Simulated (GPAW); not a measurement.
# AlN (P6_3mc) in GPAW: notebook, part 3 of 3

GPAW 26.7.0. Earlier steps stand in the parts before.

**4. Phonons, OLYP+D4**

Input file run.py:

```python
import json
import numpy as np
from ase import Atoms
from ase.calculators.mixing import SumCalculator
from ase.constraints import FixSymmetry
from ase.io import read, write
from ase.optimize import BFGS
from dftd4.ase import DFTD4
from phonopy import Phonopy
from phonopy.structure.atoms import PhonopyAtoms
from gpaw import GPAW, PW, setup_paths

setup_paths.insert(0, '.')

atoms = read('AlN.cif')

calc = GPAW(mode=PW(680),
            xc='GGA_X_OPTX+GGA_C_LYP',
            kpts={'size': (10, 10, 6), 'gamma': True},
            occupations={'name': 'fermi-dirac', 'width': 0.05},
            nbands=18,
            convergence={'density': 1e-06, 'eigenstates': 1e-09},
            eigensolver='davidson',
            maxiter=150,
            txt='gpaw.txt')
atoms.calc = SumCalculator([calc, DFTD4(method='olyp')])
atoms.set_constraint(FixSymmetry(atoms))
BFGS(atoms, trajectory='relax.traj', logfile='-').run(fmax=0.005, steps=40)
atoms.set_constraint()
energy = atoms.get_potential_energy()
forces = atoms.get_forces()
stress = atoms.get_stress()
calc.write('gs.gpw')
write('result.traj', atoms)
print('Cell:', atoms.cell.cellpar().round(4))
print(atoms.get_scaled_positions().round(5))

def force_constants(scale):
    unit = PhonopyAtoms(symbols=atoms.get_chemical_symbols(), cell=atoms.cell[:] * scale**(1 / 3),
                        scaled_positions=atoms.get_scaled_positions())
    ph = Phonopy(unit, supercell_matrix=np.diag([1, 1, 1]), primitive_matrix=np.eye(3), symprec=1e-4)
    ph.generate_displacements(distance=0.02)
    forces = []
    for i, sc in enumerate(ph.supercells_with_displacements):
        a = Atoms(sc.symbols, cell=sc.cell, scaled_positions=sc.scaled_positions, pbc=True)
        c = GPAW(mode=PW(680),
                 xc='GGA_X_OPTX+GGA_C_LYP',
                 kpts={'size': (10, 10, 6), 'gamma': True},
                 occupations={'name': 'fermi-dirac', 'width': 0.05},
                 nbands=18,
                 convergence={'density': 1e-06, 'eigenstates': 1e-09},
                 eigensolver='davidson',
                 maxiter=150,
                 txt=f'disp-{scale:.3f}-{i:02d}.txt')
        a.calc = SumCalculator([c, DFTD4(method='olyp')])
        f = a.get_forces()
        forces.append(f - f.mean(axis=0))
        print(f'displacement {i}: drift', f.mean(axis=0).round(5), flush=True)
    ph.forces = forces
    ph.produce_force_constants()
    ph.symmetrize_force_constants()
    return ph

qpoints = [[0.0, 0.0, 0.0]]
results = {}
for scale in [1.0]:
    ph = force_constants(scale)
    ph.run_qpoints(qpoints)
    nu = ph.qpoints.frequencies * 33.35641  # THz to cm^-1
    results[f'{scale:.3f}'] = nu.tolist()
    for qp, f in zip(qpoints, nu):
        print(scale, np.round(qp, 4), f.round(2))
json.dump(results, open('phonons.json', 'w'))
```

Input file AlN.cif:

```cif
data_AlN
_cell_length_a 3.11300000
_cell_length_b 3.11300000
_cell_length_c 4.98100000
_cell_angle_alpha 90.00000000
_cell_angle_beta 90.00000000
_cell_angle_gamma 120.00000000
_space_group_name_H-M_alt 'P1'
_space_group_name_Hall 'P 1'
_space_group_IT_number 1
loop_
_space_group_symop_operation_xyz
'x,y,z'
loop_
_atom_site_label
_atom_site_type_symbol
_atom_site_symmetry_multiplicity
_atom_site_Wyckoff_symbol
_atom_site_fract_x
_atom_site_fract_y
_atom_site_fract_z
_atom_site_occupancy
Al1 Al 1 a 0.6666666667 0.3333333333 0.5000000000 1
Al2 Al 1 a 0.3333333333 0.6666666667 0.0000000000 1
N1 N 1 a 0.6666666667 0.3333333333 0.8800000000 1
N2 N 1 a 0.3333333333 0.6666666667 0.3800000000 1
```

Potentials or basis: PAW data sets generated in the run's folder for this functional, pw.

The run is started by

```bash
> gpaw-setup -f GGA_X_OPTX+GGA_C_LYP Al N
> OMP_NUM_THREADS=1 python run.py
```

gpaw.txt:

```text
__  _  _
 | _ |_)|_||  |
 |__||  | ||/\| - 26.7.0

Input parameters:
  mode=PW(ecut=680.0),
  convergence={'density': 1e-06, 'eigenstates': 1e-09},
  eigensolver=Davidson(niter=2),
  kpts=MonkhorstPack(size=(10, 10, 6), gamma=True),
  maxiter=150,
  nbands=18,
  occupations=Occupations(name='fermi-dirac', width=0.05),
  xc=XC(name='GGA_X_OPTX+GGA_C_LYP')

Diagonalizing LCAO Hamiltonian
Converting LCAO to pw mode

           N

           Al
        N

        Al

Atoms  # Å, Bohr magnetons
|   | symbol |        x |        y |        z |    initial magnetic moments |
|---|--------|----------|----------|----------|-----------------------------|
| 0 |     Al | 1.556500 | 0.898646 | 2.490500 | ( 0.0000,  0.0000,  0.0000) |
| 1 |     Al | 0.000000 | 1.797291 | 0.000000 | ( 0.0000,  0.0000,  0.0000) |
| 2 |      N | 1.556500 | 0.898646 | 4.383280 | ( 0.0000,  0.0000,  0.0000) |
| 3 |      N | 0.000000 | 1.797291 | 1.892780 | ( 0.0000,  0.0000,  0.0000) |

Unit cell  # Å
| periodic |         x |        y |        z |  lengths |     angles |
[... 229 lines left out ...]
| 3 |      N | 0.000000 | 1.797291 |  1.894563 | ( 0.0000,  0.0000,  0.0000) |

Unit cell  # Å
| periodic |         x |        y |        z |  lengths |     angles |
|----------|-----------|----------|----------|----------|------------|
|      yes |  3.113000 | 0.000000 | 0.000000 | 3.113000 |  90.000000 |
|      yes | -1.556500 | 2.695937 | 0.000000 | 3.113000 |  90.000000 |
|      yes |  0.000000 | 0.000000 | 4.981000 | 4.981000 | 120.000000 |
[... 7 lines left out ...]
SCF iterations
|iter     | |      energy | eigst |  dens |
|---------|-|-------------|-------|-------|
|iter:   1| |  -27.599921c| -4.52 |       |
|iter:   2| |  -27.599920c| -6.45 | -3.44 |
|iter:   3| |  -27.599909c| -6.33 | -3.47 |
|iter:   4| |  -27.599909c| -7.27 | -3.97 |
|iter:   5| |  -27.599909c| -9.04c| -4.51 |
|iter:   6| |  -27.599909c|-10.08c| -5.38 |
|iter:   7| |  -27.599909c|-11.46c| -6.00c|
[... 59 lines left out ...]
        Al

Atoms  # Å, Bohr magnetons
|   | symbol |        x |        y |         z |    initial magnetic moments |
|---|--------|----------|----------|-----------|-----------------------------|
| 0 |     Al | 1.556500 | 0.898646 |  2.485885 | ( 0.0000,  0.0000,  0.0000) |
| 1 |     Al | 0.000000 | 1.797291 | -0.004615 | ( 0.0000,  0.0000,  0.0000) |
| 2 |      N | 1.556500 | 0.898646 |  4.387913 | ( 0.0000,  0.0000,  0.0000) |
| 3 |      N | 0.000000 | 1.797291 |  1.897413 | ( 0.0000,  0.0000,  0.0000) |

Unit cell  # Å
| periodic |         x |        y |        z |  lengths |     angles |
|----------|-----------|----------|----------|----------|------------|
|      yes |  3.113000 | 0.000000 | 0.000000 | 3.113000 |  90.000000 |
|      yes | -1.556500 | 2.695937 | 0.000000 | 3.113000 |  90.000000 |
|      yes |  0.000000 | 0.000000 | 4.981000 | 4.981000 | 120.000000 |
[... 7 lines left out ...]
SCF iterations
|iter     | |      energy | eigst |  dens |
|---------|-|-------------|-------|-------|
|iter:   1| |  -27.600585c| -4.11 |       |
|iter:   2| |  -27.600581c| -6.04 | -3.24 |
|iter:   3| |  -27.600555c| -5.95 | -3.26 |
|iter:   4| |  -27.600554c| -6.80 | -3.74 |
|iter:   5| |  -27.600554c| -8.63 | -4.28 |
|iter:   6| |  -27.600554c| -9.59c| -5.05 |
|iter:   7| |  -27.600554c|-11.02c| -5.77 |
|iter:   8| |  -27.600554c|-11.57c| -6.04c|
[... 46 lines left out ...]
Forces  # eV/Ang
|        x |        y |        z |
|----------|----------|----------|
|  0.00000 | -0.00000 | -0.01890 |  # Al   0
| -0.00000 |  0.00000 | -0.01890 |  # Al   1
| -0.00000 |  0.00000 |  0.01966 |  # N    2
|  0.00000 | -0.00000 |  0.01965 |  # N    3

Stress tensor  # eV/Ang^3
|         x |         y |         z |
|-----------|-----------|-----------|
| -0.018070 | -0.000000 |  0.000000 |
| -0.000000 | -0.018070 |  0.000000 |
|  0.000000 |  0.000000 | -0.016889 |

# Writing to gs.gpw (mode='')
```

disp-1.000-00.txt:

```text
__  _  _
 | _ |_)|_||  |
 |__||  | ||/\| - 26.7.0

Input parameters:
  mode=PW(ecut=680.0),
  convergence={'density': 1e-06, 'eigenstates': 1e-09},
  eigensolver=Davidson(niter=2),
  kpts=MonkhorstPack(size=(10, 10, 6), gamma=True),
  maxiter=150,
  nbands=18,
  occupations=Occupations(name='fermi-dirac', width=0.05),
[... 216 lines left out ...]
|        ... |               |           |
|         17 |        21.333 |     0.000 |

Gap: 4.336 eV
Transition (v -> c):
  (s=0, k=0, n=7, [0.00, 0.00, 0.00]) -> (s=0, k=0, n=8, [0.00, 0.00, 0.00])
No difference between direct/indirect transitions

Forces  # eV/Ang
|        x |        y |        z |
|----------|----------|----------|
| -0.16594 | -0.00309 | -0.39198 |  # Al   0
|  0.00718 |  0.00025 |  0.12284 |  # Al   1
|  0.01446 | -0.00039 |  0.14776 |  # N    2
|  0.14430 |  0.00324 |  0.12295 |  # N    3
```

Wall time 11 min (1 thread of Arm Neoverse V1, shared host); peak memory 0.54 GiB.

Results:

* Free energy: -30.8574 eV
* Pressure after relaxing: -11.8 GPa
* Band gap on the k mesh: 4.31 eV, direct
* Highest phonon frequency at Γ, LO-TO splitting left out: 725 cm⁻¹
* Dispersion energy per atom: -0.814 eV

Forces in eV/Å, atoms in the order of the input:
```
Al   0.000  0.000 -0.002
Al   0.000  0.000 -0.002
N    0.000  0.000  0.002
N    0.000  0.000  0.002
```

Final structure:
```
Al N
1.0
     3.11300    0.00000    0.00000
    -1.55650    2.69594    0.00000
     0.00000    0.00000    4.98100
Al N
2 2
Direct
  0.66667 0.33333 0.49907
  0.33333 0.66667 0.99907
  0.66667 0.33333 0.88093
  0.33333 0.66667 0.38093
```

Levels at points of the mesh, in eV from the valence-band top:
```csv
k point,band 5,band 6,band 7,band 8,band 9,band 10,band 11,band 12
"(0.00, 0.00, 0.00)",-0.88,-0.22,-0.22,0.00,4.31,6.83,10.81,11.31
"(0.00, 0.00, 0.50)",-0.56,-0.56,-0.56,-0.56,6.60,6.60,10.52,10.52
"(0.50, 0.50, 0.00)",-3.32,-2.09,-1.75,-0.70,5.97,6.02,8.35,10.44
"(0.50, 0.50, 0.50)",-1.47,-1.47,-1.36,-1.36,5.48,5.48,9.45,9.45
```

Phonon frequencies in cm⁻¹ (negative: imaginary):
| q point | frequencies |
| --- | --- |
| (0.000, 0.000, 0.000) | 0 0 0 237 237 548 618 664 664 673 673 725 |

Caveat: the cell is more than 3 GPa from zero pressure, which shifts response properties; the cutoff is short for stress and forces, so pressures can be off by a GPa or more; the LO-TO splitting is left out.

**5. Comparison with measurements**

Step 3. Measured gap of AlN: 6.0343 eV (an exciton energy, a little under the gap; 0 K; quoted in “Structural and optical properties of self-assembled AlN nanowires grown on SiO2/Si substrates by molecular beam epitaxy”, 2024, arxiv:2402.00216). This calculation gives 4.42 eV (-1.61 eV). 2 values of this kind are on record (6.034 to 6.0343 eV); this one was drawn at random. The value is that of LDA, without temperature or zero-point motion. Semilocal functionals fall short of measured gaps as a rule.

Step 4. Against the measured gap of AlN, 6.0343 eV (an exciton energy, a little under the gap; 0 K; quoted in “Structural and optical properties of self-assembled AlN nanowires grown on SiO2/Si substrates by molecular beam epitaxy”, 2024, arxiv:2402.00216), the calculated 4.31 eV is off by -1.72 eV. 2 values of this kind are on record (6.034 to 6.0343 eV); this one was drawn at random. The value is that of OLYP+D4 on a finite k mesh, which can miss the band edges, without temperature or zero-point motion.
